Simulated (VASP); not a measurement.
# Gd (Fm-3m) in VASP: single point with PBE

Aim: the single point of Gd with PBE.

Program: VASP 6.6.1. These are calculated values, not measurements. Logs are shortened: lines on timing, memory, paths and dates and some standing lists are left out, and cuts for length are marked.

### 1 The structure

It takes space group Fm-3m (No. 225, cubic). The conventional cell has a = 5.172 Å, b = 5.172 Å, c = 5.172 Å, α = 90.00°, β = 90.00°, γ = 90.00°. Gd (site symmetry m-3m) has 12 Gd at 3.66 Å as nearest neighbours.

This isn't the form of Gd at room conditions, which is hcp.

### 2 Single point, PBE, collinear spin, typed start

The input, INCAR:

```
PREC = Accurate ; ENCUT = 520
EDIFF = 1E-6 ; ISMEAR = -1
SIGMA = 0.05 ; LREAL = False
LASPH = True ; NELM = 150
ALGO = Normal ; ISIF = 2
LWAVE = False ; LCHARG = False
ISPIN = 2 ; MAGMOM = 7
LORBIT = 11 ; LMAXMIX = 6
GGA = PE ; NBANDS = 19
```

The input, KPOINTS:

```
Automatic mesh
0
Gamma
  11 11 11
```

The input, POSCAR:

```
Gd
1.0
    0.0000000000      2.5858190855      2.5858190855
    2.5858190855      0.0000000000      2.5858190855
    2.5858190855      2.5858190855      0.0000000000
Gd
1
Direct
    0.0000000000      0.0000000000      0.0000000000
```

Potentials or basis: VASP PAW PBE potentials, release 64 (Gd).

Launch:

```
cat potpaw_PBE.64/Gd/POTCAR > POTCAR
mpirun -np 1 vasp_std > vasp.out
```

OUTCAR:

```text
PREC = Accurate
   ENCUT = 520
   EDIFF = 1E-6
   ISMEAR = -1
   LREAL = False
   LASPH = True
   NELM = 150
   ISIF = 2
   ISPIN = 2
   LORBIT = 11
   GGA = PE

 ion  position               nearest neighbor table
   1  0.000  0.000  0.000-

  LATTYP: Found a face centered cubic cell.
 ALAT       =     5.1716381710

  Lattice vectors:

 A1 = (   0.0000000000,   2.5858190855,   2.5858190855)
 A2 = (   2.5858190855,   0.0000000000,   2.5858190855)
 A3 = (   2.5858190855,   2.5858190855,   0.0000000000)

Analysis of symmetry for initial positions (statically):
=====================================================================
 Subroutine PRICEL returns:
 Original cell was already a primitive cell.

 Routine SETGRP: Setting up the symmetry group for a
 face centered cubic supercell.

 Subroutine GETGRP returns: Found 48 space group operations
 (whereof 48 operations were pure point group operations)
 out of a pool of 48 trial point group operations.

The static configuration has the point symmetry O_h .

Analysis of symmetry for dynamics (positions and initial velocities):
=====================================================================
 Subroutine PRICEL returns:
 Original cell was already a primitive cell.

 Routine SETGRP: Setting up the symmetry group for a
 face centered cubic supercell.

 Subroutine GETGRP returns: Found 48 space group operations
 (whereof 48 operations were pure point group operations)
 out of a pool of 48 trial point group operations.

The dynamic configuration has the point symmetry O_h .

Analysis of structural, dynamic, and magnetic symmetry:
=====================================================================
 Subroutine PRICEL returns:
 Original cell was already a primitive cell.

 Routine SETGRP: Setting up the symmetry group for a
 face centered cubic supercell.

 Subroutine GETGRP returns: Found 48 space group operations
 (whereof 48 operations were pure point group operations)
 out of a pool of 48 trial point group operations.

The overall configuration has the point symmetry O_h .

 Subroutine INISYM returns: Found 48 space group operations
 (whereof 48 operations are pure point group operations),
 and found     1 'primitive' translations

----------------------------------------------------------------------------------------

                                     Primitive cell

  volume of cell :      34.5800

  direct lattice vectors                    reciprocal lattice vectors
     0.000000000  2.585819085  2.585819085    -0.193362329  0.193362329  0.193362329
     2.585819085  0.000000000  2.585819085     0.193362329 -0.193362329  0.193362329
     2.585819085  2.585819085  0.000000000     0.193362329  0.193362329 -0.193362329

  length of vectors
     3.656900421  3.656900421  3.656900421     0.334913378  0.334913378  0.334913378

  position of ions in fractional coordinates (direct lattice)
     0.000000000  0.000000000  0.000000000

  ion indices of the primitive-cell ions
   primitive index   ion index
                 1           1

----------------------------------------------------------------------------------------

 KPOINTS: Automatic mesh

Automatic generation of k-mesh.
 Grid dimensions read from file:
 generate k-points for:   11   11   11

 Generating k-lattice:

  Cartesian coordinates                     Fractional coordinates (reciprocal lattice)
    -0.017578394  0.017578394  0.017578394     0.090909091  0.000000000  0.000000000
     0.017578394 -0.017578394  0.017578394     0.000000000  0.090909091  0.000000000
     0.017578394  0.017578394 -0.017578394     0.000000000  0.000000000  0.090909091

  Length of vectors
     0.030446671  0.030446671  0.030446671

  Shift w.r.t. Gamma in fractional coordinates (k-lattice)
     0.000000000  0.000000000  0.000000000

 Subroutine IBZKPT returns following result:
 ===========================================

 Found     56 irreducible k-points:

 Following reciprocal coordinates:
            Coordinates               Weight
  0.000000  0.000000  0.000000      1.000000
  0.090909  0.000000  0.000000      8.000000
  0.181818  0.000000  0.000000      8.000000
  0.272727  0.000000  0.000000      8.000000
  0.363636  0.000000  0.000000      8.000000
  0.454545  0.000000  0.000000      8.000000
[... 16 lines left out ...]
 -0.272727  0.181818  0.000000     24.000000
 -0.181818  0.181818  0.000000     12.000000
 [... further k-points ...]
   k-points           NKPTS =     56   k-points in BZ     NKDIM =     56   number of bands    NBANDS=     19
   number of dos      NEDOS =    301   number of ions     NIONS =      1
   total plane-waves  NPLWV =  21952
   dimension x,y,z NGX =    28 NGY =   28 NGZ =   28
   dimension x,y,z NGXF=    56 NGYF=   56 NGZF=   56
   ions per type =               1
   NGX,Y,Z   is equivalent  to a cutoff of  12.73, 12.73, 12.73 a.u.
   NGXF,Y,Z  is equivalent  to a cutoff of  25.46, 25.46, 25.46 a.u.
 SYSTEM =  unknown system
   PREC   = accura    normal or accurate (medium, high low for compatibility)
   ISTART =      0    job   : 0-new  1-cont  2-samecut
   ICHARG =      2    charge: 1-file 2-atom 10-const
   ISPIN  =      2    spin polarized calculation?
   LNONCOLLINEAR =      F non collinear calculations
   LSORBIT =      F    spin-orbit coupling
   LASPH  =      T    aspherical Exc in radial PAW
   ENCUT  =  520.0 eV  38.22 Ry    6.18 a.u.   6.80  6.80  6.80*2*pi/ulx,y,z
   NELM   =    150;   NELMIN=  2; NELMDL= -5     # of ELM steps
   EDIFF  = 0.1E-05   stopping-criterion for ELM
   LREAL  =      F    real-space projection
   EDIFFG = 0.1E-04   stopping-criterion for IOM
   NSW    =      0    number of steps for IOM
   IBRION =     -1    ionic relax: 0-MD 1-quasi-New 2-CG
   NFREE  =      0    steps in history (QN), initial steepest desc. (CG)
   ISIF   =      2    stress and relaxation
   ISYM   =      2    0-nonsym 1-usesym 2-fastsym
   POTIM  = 0.5000    time-step for ionic-motion
   TEBEG  =    0.0;   TEEND  =   0.0 temperature during run
   PSTRESS=    0.0 pullay stress
   NELECT =      18.0000    total number of electrons
   NUPDOWN=      -1.0000    fix difference up-down
   EMIN   =  10.00;   EMAX   =-10.00  energy-range for DOS
   EFERMI =   0.00;   METHOD = LEGACY
   ISMEAR =    -1;   SIGMA  =   0.05  broadening in eV -4-tet -1-fermi 0-gaus
   EFERMI_NEDOS =   21; number of points for ismear=-14 and -15
   IALGO  =     38    algorithm
   IMIX   =      4    mixing-type and parameters
     AMIX     =   0.40;   BMIX     =  1.00
     AMIX_MAG =   1.60;   BMIX_MAG =  1.00
  volume/ion in A,a.u.               =      34.58       233.36
  Fermi-wavevector in a.u.,A,eV,Ry     =   1.316914  2.488607 23.596086  1.734263
  Thomas-Fermi vector in A             =   2.446993
   LORBIT       =     11    0 simple, 1 ext, 2 COOP (PROOUT), +10 PAW based schemes
   GGA     = PE    functional components
   LHFCALC =     F    Hartree Fock is set to
   AEXX    =    0.0000 exact exchange contribution
   IVDW    =     0    specifies the selected vdW correction
   LEPSILON=     F    determine dielectric tensor
   LRPA    =     F    only Hartree local field effects (RPA)
 spin polarized calculation
  energy-cutoff  :      520.00
  volume of cell :       34.58
 maximum number of plane-waves:       950
   NGX = 13   NGY = 13   NGZ = 13

 number of electron      18.0000002 magnetization       7.5272612

 Free energy of the ion-electron system (eV)
  ---------------------------------------------------
  ext. energy  EPLUGINS =         0.00000000
  ---------------------------------------------------
  free energy    TOTEN  =       -11.65928466 eV

  energy without entropy =      -11.63507927  energy(sigma->0) =      -11.64718196

 E-fermi :   2.8279     XC(G=0):  -9.7844

 val. band max:        2.8216270622   @ k =   0.4545   0.2727   0.0000
 cond. band min:       2.8314776251   @ k =  -0.2727   0.2727   0.0000
 fundamental gap:      0.0098505628
 Fermi energy:         2.8279378963

 spin component 1

 k-point     1 :       0.0000    0.0000    0.0000
  band No.  band energies     occupation
      1     -42.5460      1.00000
      2     -19.6137      1.00000
      3     -19.6137      1.00000
      4     -19.6137      1.00000
      5      -2.2178      1.00000
      6      -2.1504      1.00000
[... 11 lines left out ...]
     18      11.5920      0.00000
     19      14.8980      0.00000

 k-point     2 :       0.0909    0.0000    0.0000
  band No.  band energies     occupation
      1     -42.5420      1.00000
      2     -19.6642      1.00000
      3     -19.6201      1.00000
      4     -19.6201      1.00000
      5      -2.1447      1.00000
      6      -2.0901      1.00000
[... 11 lines left out ...]
     18      12.0453      0.00000
     19      13.9433      0.00000

 k-point     3 :       0.1818    0.0000    0.0000
  band No.  band energies     occupation
      1     -42.5312      1.00000
      2     -19.7973      1.00000
      3     -19.6374      1.00000
      4     -19.6374      1.00000
      5      -2.1308      1.00000
      6      -2.0920      1.00000
[... 11 lines left out ...]
     18      12.4019      0.00000
     19      13.4877      0.00000

 k-point     4 :       0.2727    0.0000    0.0000
  band No.  band energies     occupation
      1     -42.5170      1.00000
      2     -19.9663      1.00000
      3     -19.6600      1.00000
      4     -19.6600      1.00000
      5      -2.1237      1.00000
      6      -2.0810      1.00000
[... 407 lines left out ...]
     18      10.4038      0.00000
     19      13.2083      0.00000

 k-point    23 :      -0.2727    0.1818    0.0000
  band No.  band energies     occupation
      1     -42.5002      1.00000
      2     -20.0488      1.00000
      3     -19.8078      1.00000
      4     -19.6804      1.00000
      5      -2.1083      1.00000
      6      -2.0962      1.00000
[... 11 lines left out ...]
     18      11.5649      0.00000
     19      13.6353      0.00000

 k-point    24 :      -0.1818    0.1818    0.0000
  band No.  band energies     occupation
      1     -42.5122      1.00000
      2     -19.9505      1.00000
      3     -19.7545      1.00000
      4     -19.6542      1.00000
      5      -2.1028      1.00000
      6      -2.0987      1.00000
[... 11 lines left out ...]
     18      12.4980      0.00000
     19      14.8238      0.00000

 [... further k-points ...]

 spin component 2

 k-point     1 :       0.0000    0.0000    0.0000
  band No.  band energies     occupation
      1     -39.3306      1.00000
      2     -17.2510      1.00000
      3     -17.2510      1.00000
      4     -17.2510      1.00000
      5      -1.4070      1.00000
      6       3.0680      0.00815
[... 11 lines left out ...]
     18      12.7222      0.00000
     19      15.6420      0.00000

 k-point     2 :       0.0909    0.0000    0.0000
  band No.  band energies     occupation
      1     -39.3255      1.00000
      2     -17.3139      1.00000
      3     -17.2587      1.00000
      4     -17.2587      1.00000
      5      -1.1854      1.00000
      6       3.0574      0.01006
[... 11 lines left out ...]
     18      13.1664      0.00000
     19      14.6595      0.00000

 k-point     3 :       0.1818    0.0000    0.0000
  band No.  band energies     occupation
      1     -39.3117      1.00000
      2     -17.4786      1.00000
      3     -17.2793      1.00000
      4     -17.2793      1.00000
      5      -0.5764      1.00000
      6       3.0350      0.01565
[... 11 lines left out ...]
     18      13.2051      0.00000
     19      14.5891      0.00000

 k-point     4 :       0.2727    0.0000    0.0000
  band No.  band energies     occupation
      1     -39.2936      1.00000
      2     -17.6861      1.00000
      3     -17.3063      1.00000
      4     -17.3063      1.00000
      5       0.2379      1.00000
      6       3.0440      0.01311
[... 407 lines left out ...]
     18      11.6619      0.00000
     19      14.1699      0.00000

 k-point    23 :      -0.2727    0.1818    0.0000
  band No.  band energies     occupation
      1     -39.2722      1.00000
      2     -17.7859      1.00000
      3     -17.4879      1.00000
      4     -17.3304      1.00000
      5       1.4151      1.00000
      6       3.0510      0.01141
[... 11 lines left out ...]
     18      12.7063      0.00000
     19      14.5815      0.00000

 k-point    24 :      -0.1818    0.1818    0.0000
  band No.  band energies     occupation
      1     -39.2875      1.00000
      2     -17.6664      1.00000
      3     -17.4229      1.00000
      4     -17.2989      1.00000
      5       0.6019      1.00000
      6       3.0082      0.02646
[... 11 lines left out ...]
     18      13.4464      0.00000
     19      15.8565      0.00000

 [... further k-points ...]

------------------------ aborting loop because EDIFF is reached ----------------------------------------

  FORCE on cell =-STRESS in cart. coord.  units (eV):
  Direction    XX          YY          ZZ          XY          YZ          ZX
  --------------------------------------------------------------------------------------
  -------------------------------------------------------------------------------------
  Total       -0.3467924     -0.3467924     -0.3467924      0.0000000     -0.0000000     -0.0000000
  in kB      -16.0677747    -16.0677747    -16.0677747      0.0000000     -0.0000000     -0.0000000
  external PRESSURE =     -16.0677747 kB  Pullay stress =       0.0000000 kB

 VOLUME and BASIS-vectors are now :
 -----------------------------------------------------------------------------
  energy-cutoff  :      520.00
  volume of cell :       34.58
      direct lattice vectors                 reciprocal lattice vectors
     0.000000000  2.585819085  2.585819085    -0.193362329  0.193362329  0.193362329
     2.585819085  0.000000000  2.585819085     0.193362329 -0.193362329  0.193362329
     2.585819085  2.585819085  0.000000000     0.193362329  0.193362329 -0.193362329

 POSITION                                       TOTAL-FORCE (eV/Angst)
 -----------------------------------------------------------------------------------
      0.00000      0.00000      0.00000         0.000000      0.000000      0.000000
 -----------------------------------------------------------------------------------
    total drift:                               -0.000000     -0.000000     -0.000000

  FREE ENERGIE OF THE ION-ELECTRON SYSTEM (eV)
  ---------------------------------------------------
  free  energy   TOTEN  =       -11.6592846640 eV

  energy  without entropy=      -11.6350792658  energy(sigma->0) =      -11.64718196

 total charge

# of ion       s       p       d       f       tot
--------------------------------------------------
    1        2.071   5.563   0.556   6.994  15.184

 magnetization (x)

# of ion       s       p       d       f       tot
--------------------------------------------------
    1        0.002  -0.057   0.192   6.809   6.945
```

Wall time 2.3 min (1 thread of Intel Xeon Platinum 8259CL at 2.50GHz (Skylake/Cascade Lake), shared host); peak memory 0.22 GiB.

Results:

- Free energy: -11.6593 eV
- Pressure: -1.6 GPa
- Band gap on the k mesh: none (metal or under the smearing width)
- Net moment: 7.53 μB per cell
- Site moments: Gd +6.95 μB
- Valence electrons inside the program's atomic spheres: Gd 15.18

Levels at points of the mesh, in eV from the Fermi level:
Spin up:
```
           k point  band 9  band 10  band 11  band 12  band 13  band 14  band 15  band 16  band 17  band 18
(0.00, 0.00, 0.00)   -4.91    -4.83    -4.83    -4.83     1.28     1.28     1.28     3.43     3.43     8.76
```
Spin down:
```
           k point  band 2  band 3  band 4  band 5  band 6  band 7  band 8  band 9
(0.00, 0.00, 0.00)  -20.08  -20.08  -20.08   -4.23    0.24    0.41    0.41    0.41
```

Caveat: spin-orbit coupling is left out, which moves the levels of the heavy elements. The state reached can hang on the start; a lower one may exist.
